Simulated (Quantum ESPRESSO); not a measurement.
**SrCl2: phonons with PBE**

The system is SrCl2.

```
CELL_PARAMETERS angstrom
0.00000 3.48835 3.48835
3.48835 0.00000 3.48835
3.48835 3.48835 0.00000
ATOMIC_POSITIONS crystal
Sr 0.00000 0.00000 0.00000
Cl 0.75000 0.75000 0.75000
Cl 0.25000 0.25000 0.25000
```

```
Program             : Quantum ESPRESSO 7.5
Task                : phonons
Functional          : PBE
Potentials or basis : SG15 PBE 1.2
Cutoff              : 925 eV
Density cutoff      : 3701 eV
k mesh              : 4 × 4 × 4, shifted
Occupations         : fermi-dirac, width 0.05 eV
Spin                : no spin polarisation
Mixing beta         : 0.5
Most SCF iterations : 120
SCF threshold       : 6e-10 Ry
```

```yaml
Relaxed_volume: 29.09 Å³/atom
Relaxed_cell: a = 4.979 Å, b = 4.979 Å, c = 4.979 Å, α = 60.00°, β = 60.00°, γ = 60.00°
Space_group_after_relaxing_to_0.05_Å: Fm-3m (No. 225)
Pressure_after_relaxing: 0.0 GPa
Electronic_dielectric_tensor_diagonal: 2.87
Born_charges_mean_of_the_diagonal: Sr +2.50; Cl -1.25 e
Highest_phonon_frequency_at_Γ_LO-TO_splitting_left_out: 172 cm⁻¹
Static_dielectric_tensor_diagonal: 8.53
```

Step by step:
```csv
step,energy change (eV),largest force (eV/Å),pressure (GPa),volume (Å³)
1,0.0000,0.0000,0.98,84.90
2,-0.0024,0.0000,0.79,85.32
3,-0.0044,0.0000,0.59,85.79
4,-0.0064,0.0000,0.30,86.50
5,-0.0071,0.0000,0.01,87.24
6,-0.0071,0.0000,0.00,87.26
```

Final structure:
```xyz
3
Lattice="0.0000 3.5204 3.5204 3.5204 0.0000 3.5204 3.5204 3.5204 0.0000" Properties=species:S:1:pos:R:3 pbc="T T T"
Sr    0.0000    0.0000    0.0000
Cl    5.2806    5.2806    5.2806
Cl    1.7602    1.7602    1.7602
```

Levels at points of the mesh, in eV from the valence-band top:
```csv
k point,band 10,band 11,band 12,band 13,band 14,band 15
"(0.12, 0.12, 0.12)",-0.38,-0.28,-0.28,5.71,6.40,6.40
```

Phonon frequencies in cm⁻¹ (negative: imaginary):
```
              q point                    frequencies
(0.000, 0.000, 0.000)  1 1 1 126 126 126 172 172 172
```

Electronic dielectric tensor:
```
2.87 0.00 0.00
0.00 2.87 0.00
0.00 0.00 2.87
```

Born effective charge tensors (e):
atom 1, Sr
```
2.50 0.00 0.00
0.00 2.50 0.00
0.00 0.00 2.50
```
atom 2, Cl
```
-1.25  0.00  0.00
 0.00 -1.25  0.00
 0.00  0.00 -1.25
```
atom 3, Cl
```
-1.25  0.00  0.00
 0.00 -1.25  0.00
 0.00  0.00 -1.25
```

Optical modes at Γ, degenerate ones joined, polar ones without the macroscopic field:
```csv
cm⁻¹,components,symmetry,active in,"IR intensity, summed ((D/Å)²/amu)"
126,3,T1u,IR,11.01
172,3,T2g,Raman,0.00
```

Zone-centre frequencies without and with the macroscopic field along z (cm⁻¹):
```tsv
	optical modes in rising order
without	126 126 126 172 172 172
with the field	126 126 172 172 172 217
```

Static dielectric tensor, electrons and zone-centre modes:
```
8.53 0.00 0.00
0.00 8.53 0.00
0.00 0.00 8.53
```

It took 11 min on 1 thread of Arm Neoverse V1 (shared host), peak memory 0.12 GiB.

Caveat: this potential file gives levels or pressures that part from those of other sets.
